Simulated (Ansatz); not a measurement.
The elements of this relaxed trial crystal are hidden behind letters.

```
lattice vectors (Å)
   0.0000    2.3831   10.8898
   2.2029    0.0000   10.8898
   2.2029    2.3831    0.0000
fractional positions
X 0.6887 0.6887 0.3113
X 0.3113 0.3113 0.6887
Z 0.9161 0.9161 0.0839
Z 0.5000 0.5000 0.5000
Z 0.0839 0.0839 0.9161
```

Level of theory: DFT PBE, scalar-relativistic, plane waves, PAW in Ansatz 0.2.0. Plane waves to 420 eV, a 12×12×12 mesh through Γ for the 5-atom cell and 0.10 eV Gaussian smearing; no spin polarisation.

* Space group: Fmmm (No. 69)
* Conventional cell: a = 4.406 Å, b = 4.766 Å, c = 21.780 Å
* Volume per atom: 22.87 Å³
* Density: 6.61 g/cm³
* Formation energy: +0.23 eV/atom
* Gap on the 12×12×12 mesh of the 5-atom cell: 0 eV (a metal)

Energies are uncorrected and count from the elements' standard states at the same level.

Task: X is a p-block element of period 5 and Z is a p-block element of period 4. Which elements are they?

Result: X = Sn, Z = Ge, so the formula is Sn2Ge3. Density times volume gives a mean mass of 6.61 × 22.87/1.6605 = 91.0 u per atom, and this set has 91.1 u. Around Sn lie 4 Ge at 3.17–3.30 Å, 4 Sn at 3.25 Å and 4 Sn at 3.46–3.58 Å; around Ge on a site of symmetry mm2 lie 4 Ge at 2.86–3.00 Å, 4 Sn at 3.17–3.30 Å, 4 Ge at 3.25 Å and 1 Ge at 3.65 Å; Ge on a site of symmetry mmm is surrounded by 8 Ge at 2.86–3.00 Å and 4 Ge at 3.25 Å. Other sets within the hints have nearly the same mass, so mass alone doesn't settle it; this one was computed.

A structure relaxed within its symmetry needn't be a true minimum.
